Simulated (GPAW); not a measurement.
# Nd (Im-3m) in GPAW: notebook

One crystal, Nd, is run at these levels: PBE+U, PBE+D4; tasks: band structure, equation of state.

Everything below comes from runs of GPAW 26.7.0. Logs are shortened: lines on timing, memory, paths and dates and some standing lists are left out, and cuts for length are marked. The log counts tension as positive stress, the text compression.

## 1. Starting point

Symmetry: Im-3m, No. 229, cubic system. Conventional cell: a = 4.151 Å, b = 4.151 Å, c = 4.151 Å, α = 90.00°, β = 90.00°, γ = 90.00°. Nd (site symmetry m-3m) has 8 Nd at 3.59 Å as nearest neighbours.

This isn't the form of Nd at room conditions, which is double hcp.

## 2. Band structure, PBE+U, collinear spin, ferromagnetic start

Input file run.py:

```python
from ase import Atoms
from ase.dft.bandgap import bandgap
from ase.io import write
from ase.units import GPa
from gpaw import GPAW, PW

atoms = Atoms(['Nd'],
              cell=[[-2.0754700287, 2.0754700287, 2.0754700287],
                    [2.0754700287, -2.0754700287, 2.0754700287],
                    [2.0754700287, 2.0754700287, -2.0754700287]],
              scaled_positions=[[0.0, 0.0, 0.0]],
              pbc=True)
atoms.set_initial_magnetic_moments([3.0])

calc = GPAW(mode=PW(800),
            xc='PBE',
            kpts={'size': (7, 7, 7), 'gamma': True},
            occupations={'name': 'fermi-dirac', 'width': 0.05},
            setups={'Nd': ':f,4.0'},
            nbands=18,
            convergence={'density': 1e-05, 'energy': 1e-05},
            maxiter=150,
            txt='gpaw.txt')
atoms.calc = calc
energy = atoms.get_potential_energy()
forces = atoms.get_forces()
stress = atoms.get_stress()
calc.write('gs.gpw')
write('result.traj', atoms)
print(f'Energy: {energy:.6f} eV')
print('Forces (eV/A):')
print(forces.round(4))
print('Stress (GPa):', (stress / GPa).round(3))
print('Moments:', calc.get_magnetic_moments().round(3))
print('Fermi level:', round(calc.get_fermi_level(), 4), 'eV')
print(f'Gap: {bandgap(calc)[0]:.4f} eV, direct: {bandgap(calc, direct=True)[0]:.4f} eV')

path = atoms.cell.bandpath('GHNGPH,PN', npoints=100, eps=1e-4)
bs_calc = calc.fixed_density(kpts=path, symmetry='off', nbands=28,
                             convergence={'bands': 'CBM+6.0', 'eigenstates': 1e-6}, txt='bands.txt')
bs = bs_calc.band_structure()
bs.write('bs.json')
print(f'Gap on the path: {bandgap(bs_calc)[0]:.4f} eV')
```

Potentials or basis: GPAW PAW data sets (gpaw-data 1.2.1), pw.

The run is started by

```bash
> OMP_NUM_THREADS=1 python run.py
```

gpaw.txt:

```text
__  _  _
 | _ |_)|_||  |
 |__||  | ||/\| - 26.7.0

Input parameters:
  mode=PW(ecut=800.0),
  convergence={'density': 1e-05, 'energy': 1e-05},
  kpts=MonkhorstPack(size=(7, 7, 7), gamma=True),
  maxiter=150,
  nbands=18,
  occupations=Occupations(name='fermi-dirac', width=0.05),
  setups={'Nd': ':f,4.0'},
  xc=XC(name='PBE')

Diagonalizing LCAO Hamiltonian
Converting LCAO to pw mode

       Nd

Atoms  # Å, Bohr magnetons
|   | symbol |        x |        y |        z |    initial magnetic moments |
|---|--------|----------|----------|----------|-----------------------------|
| 0 |     Nd | 0.000000 | 0.000000 | 0.000000 | ( 0.0000,  0.0000,  3.0000) |

Unit cell  # Å
| periodic |         x |         y |         z |  lengths |     angles |
|----------|-----------|-----------|-----------|----------|------------|
|      yes | -2.075470 |  2.075470 |  2.075470 | 3.594820 | 109.471221 |
|      yes |  2.075470 | -2.075470 |  2.075470 | 3.594820 | 109.471221 |
|      yes |  2.075470 |  2.075470 | -2.075470 | 3.594820 | 109.471221 |

Number of symmetries: 48
Symmetry operations  # r_c * U_cc + t_c -> r_c
|    | kind |            matrix            |
|----|------|------------------------------|
|  0 |  σ   |  1, 1, 1,  0, 0,-1,  0,-1, 0 |
|  1 |  C4  |  1, 1, 1,  0, 0,-1, -1, 0, 0 |
|  2 |  C2  |  1, 1, 1,  0,-1, 0,  0, 0,-1 |
|  3 |  S6  |  1, 1, 1,  0,-1, 0, -1, 0, 0 |
|  4 |  S6  |  1, 1, 1, -1, 0, 0,  0, 0,-1 |
|  5 |  C4  |  1, 1, 1, -1, 0, 0,  0,-1, 0 |
|  6 |  E   |  1, 0, 0,  0, 1, 0,  0, 0, 1 |
|  7 |  σ   |  1, 0, 0,  0, 1, 0, -1,-1,-1 |
|  8 |  σ   |  1, 0, 0,  0, 0, 1,  0, 1, 0 |
|  9 |  C3  |  1, 0, 0,  0, 0, 1, -1,-1,-1 |
| 10 |  C3  |  1, 0, 0, -1,-1,-1,  0, 1, 0 |
| 11 |  σ   |  1, 0, 0, -1,-1,-1,  0, 0, 1 |
| 12 |  σ   |  0, 1, 0,  1, 0, 0,  0, 0, 1 |
| 13 |  C2  |  0, 1, 0,  1, 0, 0, -1,-1,-1 |
| 14 |  C3  |  0, 1, 0,  0, 0, 1,  1, 0, 0 |
| 15 |  S4  |  0, 1, 0,  0, 0, 1, -1,-1,-1 |
| 16 |  S4  |  0, 1, 0, -1,-1,-1,  1, 0, 0 |
| 17 |  C3  |  0, 1, 0, -1,-1,-1,  0, 0, 1 |
| 18 |  C3  |  0, 0, 1,  1, 0, 0,  0, 1, 0 |
| 19 |  S4  |  0, 0, 1,  1, 0, 0, -1,-1,-1 |
| 20 |  σ   |  0, 0, 1,  0, 1, 0,  1, 0, 0 |
| 21 |  C3  |  0, 0, 1,  0, 1, 0, -1,-1,-1 |
| 22 |  C2  |  0, 0, 1, -1,-1,-1,  1, 0, 0 |
| 23 |  S4  |  0, 0, 1, -1,-1,-1,  0, 1, 0 |
| 24 |  C4  |  0, 0,-1,  1, 1, 1,  0,-1, 0 |
| 25 |  σ   |  0, 0,-1,  1, 1, 1, -1, 0, 0 |
| 26 |  S6  |  0, 0,-1,  0,-1, 0,  1, 1, 1 |
| 27 |  C2  |  0, 0,-1,  0,-1, 0, -1, 0, 0 |
| 28 |  C4  |  0, 0,-1, -1, 0, 0,  1, 1, 1 |
| 29 |  S6  |  0, 0,-1, -1, 0, 0,  0,-1, 0 |
| 30 |  S6  |  0,-1, 0,  1, 1, 1,  0, 0,-1 |
| 31 |  C4  |  0,-1, 0,  1, 1, 1, -1, 0, 0 |
| 32 |  C4  |  0,-1, 0,  0, 0,-1,  1, 1, 1 |
| 33 |  S6  |  0,-1, 0,  0, 0,-1, -1, 0, 0 |
| 34 |  σ   |  0,-1, 0, -1, 0, 0,  1, 1, 1 |
| 35 |  C2  |  0,-1, 0, -1, 0, 0,  0, 0,-1 |
| 36 |  C2  | -1, 0, 0,  1, 1, 1,  0, 0,-1 |
| 37 |  S6  | -1, 0, 0,  1, 1, 1,  0,-1, 0 |
| 38 |  S6  | -1, 0, 0,  0, 0,-1,  1, 1, 1 |
[... 105 lines left out ...]

occupation numbers:
  Fermi-Dirac:
    width: 0.0500  # eV

poisson solver:
  ecut: 6400.0  # eV

xc functional:
  name: PBE with 2 nearest neighbor stencil

convergence criteria:
- Maximum integral of absolute [dens]ity change: 1e-05 electrons / valence electron
- Maximum [total energy] change in last 3 cyles: 1e-05 eV / valence electron
- Maximum integral of absolute [eigenst]ate change: 4e-08 eV^2 / valence electron
maximum number of iterations: 150

SCF iterations
|iter     | |      energy | eigst |  dens |  magmom |
|---------|-|-------------|-------|-------|---------|
|iter:   1| |  -12.590113 | -0.61 |       |  +3.0096|
|iter:   2| |   -5.365039 | -1.02 | -0.20 |  +2.8724|
|iter:   3| |  -20.307696 | +0.62 | -0.30 |  +2.3997|
|iter:   4| |   -6.253838 | -0.44 | -0.14 |  +2.7425|
|iter:   5| |   -8.938619 | +0.13 | -0.25 |  +3.2790|
|iter:   6| |   -5.438843 | +0.19 | -0.22 |  +3.0139|
|iter:   7| |   -2.601920 | -0.55 | -0.29 |  +3.5440|
|iter:   8| |   -2.716891 | -1.40 | -0.74 |  +3.6870|
|iter:   9| |   -3.744208 | -1.91 | -0.92 |  +3.9185|
|iter:  10| |   -4.615371 | -1.31 | -1.18 |  +4.0300|
|iter:  11| |   -4.503055 | -2.79 | -1.22 |  +3.9384|
|iter:  12| |   -4.471200 | -1.76 | -1.34 |  +3.8920|
|iter:  13| |   -4.466709 | -3.36 | -1.67 |  +3.8501|
|iter:  14| |   -4.463577 | -2.73 | -1.89 |  +3.8214|
|iter:  15| |   -4.464021 | -4.32 | -2.48 |  +3.8174|
|iter:  16| |   -4.464156 | -4.43 | -2.60 |  +3.8049|
|iter:  17| |   -4.464121c| -5.79 | -3.20 |  +3.8016|
|iter:  18| |   -4.464137c| -6.02 | -3.78 |  +3.8008|
|iter:  19| |   -4.464139c| -7.65c| -3.83 |  +3.8004|
|iter:  20| |   -4.464139c| -7.74c| -4.30 |  +3.8002|
|iter:  21| |   -4.464139c| -8.04c| -4.90 |  +3.8001|
|iter:  22| |   -4.464139c| -8.42c| -5.29c|  +3.8001|

Converged in 22 steps
Energy contributions relative to reference atoms: (reference = -261880.894526)

Energy contributions:
  Kinetic:         -48.929155
  Coulomb:          41.907801
  Zero:              2.155708
  External:          0.000000
  Xc:                0.408728
  Entropy:          -0.014442
  Spinorbit:         0.000000
  ----------------------------
  Free energy:      -4.471360
  Extrapolated:     -4.464139

dipole moment: (-12.812739, -12.812739, -12.812739)  # |e|*Ang

Total magnetic moment: (0.000000, 0.000000, 3.800093)

Local magnetic moments
|        x |        y |        z |
|----------|----------|----------|
| 0.000000 | 0.000000 | 3.215684 |  # Nd   0

Fermi level: 9.046
Eigenvalues  # (at kpt = [0.000, 0.000, 0.000])
| band index |      eig [eV] | occ [0-1] |      eig [eV] | occ [0-1] |
|------------|---------------|-----------|---------------|-----------|
|          0 |       -29.136 |     1.000 |       -27.554 |     1.000 |
|          1 |        -9.665 |     1.000 |        -8.382 |     1.000 |
|          2 |        -9.665 |     1.000 |        -8.382 |     1.000 |
|          3 |        -9.665 |     1.000 |        -8.382 |     1.000 |
|          4 |         4.878 |     1.000 |         5.567 |     1.000 |
|          5 |         5.809 |     1.000 |        11.074 |     0.000 |
|          6 |         5.809 |     1.000 |        11.074 |     0.000 |
|          7 |         5.809 |     1.000 |        11.074 |     0.000 |
|          8 |         9.310 |     0.005 |        11.451 |     0.000 |
|          9 |         9.310 |     0.005 |        11.451 |     0.000 |
|         10 |         9.310 |     0.005 |        11.451 |     0.000 |
|         11 |        10.371 |     0.000 |        11.835 |     0.000 |
|         12 |        10.371 |     0.000 |        12.819 |     0.000 |
|         13 |        10.371 |     0.000 |        12.819 |     0.000 |
|        ... |               |           |               |           |
|         17 |        19.338 |     0.000 |        20.155 |     0.000 |

No gap
No difference between direct/indirect transitions

Forces  # eV/Ang
|       x |       y |       z |
|---------|---------|---------|
| 0.00000 | 0.00000 | 0.00000 |  # Nd   0

Stress tensor  # eV/Ang^3
|         x |         y |         z |
|-----------|-----------|-----------|
| -0.001350 |  0.000000 |  0.000000 |
|  0.000000 | -0.001350 |  0.000000 |
|  0.000000 |  0.000000 | -0.001350 |

# Writing to gs.gpw (mode='')
```

stdout:

```text
Energy: -4.464139 eV
Forces (eV/A):
[[0. 0. 0.]]
Stress (GPa): [-0.216 -0.216 -0.216  0.     0.     0.   ]
Moments: [3.216]
Fermi level: 9.0462 eV
Gap: 0.0000 eV, direct: 0.0000 eV
Gap on the path: 0.0000 eV
```

Run time: 93 s. Hardware: 1 thread of Intel Xeon Platinum 8488C (Sapphire Rapids), shared host; peak memory 0.45 GiB.

Results:

```yaml
Free_energy: -4.4714 eV
Pressure: 0.2 GPa
Band_gap_along_the_path: none (metal or under the smearing width)
Net_moment: 3.80 μB per cell
Site_moments: Nd +3.22 μB
```

Levels at the corners of the path, in eV from the Fermi level:
Spin up:
| point | band 6 | band 7 | band 8 | band 9 | band 10 | band 11 | band 12 | band 13 |
| --- | --- | --- | --- | --- | --- | --- | --- | --- |
| Γ | -3.24 | -3.24 | -3.24 | 0.26 | 0.26 | 0.26 | 1.32 | 1.32 |
| H | -3.36 | -3.36 | -1.93 | -1.93 | 0.68 | 0.68 | 0.68 | 0.91 |
| N | -3.31 | -3.27 | -2.14 | -0.29 | 0.40 | 0.48 | 0.58 | 1.12 |
| Γ | -3.24 | -3.24 | -3.24 | 0.26 | 0.26 | 0.26 | 1.32 | 1.32 |
| P | -3.32 | -3.32 | -0.02 | -0.02 | -0.02 | 0.56 | 0.56 | 0.56 |
| H | -3.36 | -3.36 | -1.93 | -1.93 | 0.68 | 0.68 | 0.68 | 0.91 |
| P | -3.32 | -3.32 | -0.02 | -0.02 | -0.02 | 0.56 | 0.56 | 0.56 |
| N | -3.31 | -3.27 | -2.14 | -0.29 | 0.40 | 0.48 | 0.58 | 1.12 |
Spin down:
```
point  band 1  band 2  band 3  band 4  band 5  band 6  band 7  band 8  band 9  band 10
    Γ  -36.60  -17.43  -17.43  -17.43   -3.48    2.03    2.03    2.03    2.41     2.41
    H  -36.37  -18.15  -18.15  -18.15   -1.24   -1.24    2.26    3.00    3.00     3.00
    N  -36.47  -18.49  -17.76  -17.44   -1.47    0.38    2.16    2.46    2.50     2.87
    Γ  -36.60  -17.43  -17.43  -17.43   -3.48    2.03    2.03    2.03    2.41     2.41
    P  -36.46  -17.97  -17.97  -17.97    0.67    0.67    0.67    2.30    2.84     2.84
    H  -36.37  -18.15  -18.15  -18.15   -1.24   -1.24    2.26    3.00    3.00     3.00
    P  -36.46  -17.97  -17.97  -17.97    0.67    0.67    0.67    2.30    2.84     2.84
    N  -36.47  -18.49  -17.76  -17.44   -1.47    0.38    2.16    2.46    2.50     2.87
```

Caveat: one-centre terms of the f shell are cut off; the magnetic or orbital state may not be the lowest; spin-orbit coupling is left out, which moves the levels of the heavy elements. The state reached can hang on the start; a lower one may exist.

## 3. Equation of state, PBE+D4, collinear spin, ferromagnetic start

Input file run.py:

```python
from ase import Atoms
from ase.calculators.mixing import SumCalculator
from ase.eos import EquationOfState
from ase.io import Trajectory
from ase.units import GPa
from dftd4.ase import DFTD4
from gpaw import GPAW, PW

atoms = Atoms(['Nd'],
              cell=[[-2.0754700287, 2.0754700287, 2.0754700287],
                    [2.0754700287, -2.0754700287, 2.0754700287],
                    [2.0754700287, 2.0754700287, -2.0754700287]],
              scaled_positions=[[0.0, 0.0, 0.0]],
              pbc=True)
atoms.set_initial_magnetic_moments([3.0])

traj = Trajectory('eos.traj', 'w')
volumes, energies = [], []
for x in [0.94, 0.96, 0.98, 1.0, 1.02, 1.04, 1.06]:
    a = atoms.copy()
    a.set_cell(atoms.cell * x**(1 / 3), scale_atoms=True)
    calc = GPAW(mode=PW(800),
                xc='PBE',
                kpts={'size': (7, 7, 7), 'gamma': True},
                occupations={'name': 'fermi-dirac', 'width': 0.05},
                nbands=18,
                convergence={'density': 1e-05, 'energy': 1e-05},
                maxiter=150,
                txt=f'eos-{x:.2f}.txt')
    a.calc = SumCalculator([calc, DFTD4(method='pbe')])
    energies.append(a.get_potential_energy())
    volumes.append(a.get_volume())
    p = -a.get_stress()[:3].mean() / GPa
    calc.write(f'eos-{x:.2f}.gpw')
    traj.write(a)
    print(f'{x:.2f} {volumes[-1]:10.4f} A^3 {energies[-1]:14.6f} eV {p:9.3f} GPa', flush=True)

v0, e0, B = EquationOfState(volumes, energies, eos='birchmurnaghan').fit()
print(f'V0 = {v0:.4f} A^3, E0 = {e0:.6f} eV, B0 = {B / GPa:.2f} GPa')
```

Potentials or basis: GPAW PAW data sets (gpaw-data 1.2.1), pw.

The run is started by

```bash
> OMP_NUM_THREADS=1 python run.py
```

The log of the run:

```text
__  _  _
 | _ |_)|_||  |
 |__||  | ||/\| - 26.7.0

Input parameters:
  mode=PW(ecut=800.0),
  convergence={'density': 1e-05, 'energy': 1e-05},
  kpts=MonkhorstPack(size=(7, 7, 7), gamma=True),
  maxiter=150,
  nbands=18,
  occupations=Occupations(name='fermi-dirac', width=0.05),
  xc=XC(name='PBE')

Diagonalizing LCAO Hamiltonian
Converting LCAO to pw mode

       Nd

Atoms  # Å, Bohr magnetons
|   | symbol |        x |        y |        z |    initial magnetic moments |
|---|--------|----------|----------|----------|-----------------------------|
| 0 |     Nd | 0.000000 | 0.000000 | 0.000000 | ( 0.0000,  0.0000,  3.0000) |

Unit cell  # Å
| periodic |         x |         y |         z |  lengths |     angles |
|----------|-----------|-----------|-----------|----------|------------|
|      yes | -2.033102 |  2.033102 |  2.033102 | 3.521435 | 109.471221 |
|      yes |  2.033102 | -2.033102 |  2.033102 | 3.521435 | 109.471221 |
|      yes |  2.033102 |  2.033102 | -2.033102 | 3.521435 | 109.471221 |

Number of symmetries: 48
Symmetry operations  # r_c * U_cc + t_c -> r_c
|    | kind |            matrix            |
|----|------|------------------------------|
|  0 |  σ   |  1, 1, 1,  0, 0,-1,  0,-1, 0 |
|  1 |  C4  |  1, 1, 1,  0, 0,-1, -1, 0, 0 |
|  2 |  C2  |  1, 1, 1,  0,-1, 0,  0, 0,-1 |
|  3 |  S6  |  1, 1, 1,  0,-1, 0, -1, 0, 0 |
|  4 |  S6  |  1, 1, 1, -1, 0, 0,  0, 0,-1 |
|  5 |  C4  |  1, 1, 1, -1, 0, 0,  0,-1, 0 |
|  6 |  E   |  1, 0, 0,  0, 1, 0,  0, 0, 1 |
|  7 |  σ   |  1, 0, 0,  0, 1, 0, -1,-1,-1 |
[... 173 lines left out ...]
|iter:  21| |   -5.405475c| -8.02c| -5.04c|  +4.1966|

Converged in 21 steps
Energy contributions relative to reference atoms: (reference = -261880.894526)

Energy contributions:
  Kinetic:         -40.028967
  Coulomb:          34.968461
  Zero:              1.572651
  External:          0.000000
  Xc:               -1.861663
  Entropy:          -0.111913
  Spinorbit:         0.000000
  ----------------------------
  Free energy:      -5.461431
  Extrapolated:     -5.405475

dipole moment: (-12.427414, -12.427414, -12.427414)  # |e|*Ang

Total magnetic moment: (0.000000, 0.000000, 4.196564)

Local magnetic moments
|        x |        y |        z |
|----------|----------|----------|
| 0.000000 | 0.000000 | 3.400507 |  # Nd   0

Fermi level: 9.539
Eigenvalues  # (at kpt = [0.000, 0.000, 0.000])
| band index |      eig [eV] | occ [0-1] |      eig [eV] | occ [0-1] |
|------------|---------------|-----------|---------------|-----------|
|          0 |       -27.891 |     1.000 |       -26.168 |     1.000 |
|          1 |        -8.441 |     1.000 |        -7.020 |     1.000 |
|          2 |        -8.441 |     1.000 |        -7.020 |     1.000 |
|          3 |        -8.441 |     1.000 |        -7.020 |     1.000 |
|          4 |         5.440 |     1.000 |         6.433 |     1.000 |
|          5 |         9.252 |     0.997 |        11.509 |     0.000 |
|          6 |         9.252 |     0.997 |        11.509 |     0.000 |
|          7 |         9.252 |     0.997 |        11.509 |     0.000 |
|          8 |         9.699 |     0.039 |        11.976 |     0.000 |
|          9 |         9.699 |     0.039 |        11.976 |     0.000 |
|         10 |         9.699 |     0.039 |        11.976 |     0.000 |
|         11 |         9.798 |     0.006 |        12.203 |     0.000 |
|         12 |        11.147 |     0.000 |        12.203 |     0.000 |
|         13 |        11.147 |     0.000 |        12.203 |     0.000 |
|        ... |               |           |               |           |
|         17 |        20.077 |     0.000 |        21.210 |     0.000 |

No gap
No difference between direct/indirect transitions

Stress tensor  # eV/Ang^3
|        x |        y |        z |
|----------|----------|----------|
| 0.004429 | 0.000000 | 0.000000 |
| 0.000000 | 0.004429 | 0.000000 |
| 0.000000 | 0.000000 | 0.004429 |

# Writing to eos-0.94.gpw (mode='')
```

stdout:

```text
0.94    33.6153 A^3      -5.667037 eV    -1.949 GPa
0.96    34.3305 A^3      -5.656328 eV    -2.196 GPa
0.98    35.0458 A^3      -5.644637 eV    -2.438 GPa
1.00    35.7610 A^3      -5.631843 eV    -2.674 GPa
1.02    36.4762 A^3      -5.618011 eV    -2.901 GPa
1.04    37.1914 A^3      -5.603146 eV    -3.113 GPa
1.06    37.9066 A^3      -5.587372 eV    -3.307 GPa
Traceback (most recent call last):
  File "run.py", line 38, in <module>
  File "ase/eos.py", line 287, in fit
  File "optimize/_minpack_py.py", line 1029, in curve_fit
RuntimeError: Optimal parameters not found: Number of calls to function has reached maxfev = 1000.
```

eos-0.98.txt:

```text
SCF iterations
|iter     | |      energy | eigst |  dens |  magmom |
|---------|-|-------------|-------|-------|---------|
|iter:   1| |  -16.276135 | -0.61 |       |  +3.0096|
|iter:   2| |   -8.857885 | -0.97 | -0.20 |  +2.8716|
|iter:   3| |  -22.735931 | +0.57 | -0.31 |  +2.3883|
|iter:   4| |   -9.243770 | -0.46 | -0.15 |  +2.7374|
|iter:   5| |  -12.378768 | +0.12 | -0.26 |  +3.2744|
[... 59 lines left out ...]
|        ... |               |           |               |           |
|         17 |        19.432 |     0.000 |        20.485 |     0.000 |

No gap
No difference between direct/indirect transitions

Stress tensor  # eV/Ang^3
|        x |         y |         z |
|----------|-----------|-----------|
| 0.008125 |  0.000000 |  0.000000 |
| 0.000000 |  0.008125 | -0.000000 |
| 0.000000 | -0.000000 |  0.008125 |

# Writing to eos-0.98.gpw (mode='')
```

Wall time 2.4 min (1 thread of AMD EPYC 9R45 (Zen 5), shared host); peak memory 0.43 GiB.

What came out:

```yaml
Equilibrium_volume: outside the volumes run
```

Energy against volume, from the lowest point:
| volume (Å³/atom) | energy (meV/atom) |
| --- | --- |
| 33.615 | 0.00 |
| 34.331 | 9.05 |
| 35.046 | 19.19 |
| 35.761 | 30.44 |
| 36.476 | 42.69 |
| 37.191 | 55.96 |
| 37.907 | 70.12 |

Caveat: one-centre terms of the f shell are cut off; the magnetic or orbital state may not be the lowest; spin-orbit coupling is left out, which moves the levels of the heavy elements. The state reached can hang on the start; a lower one may exist.
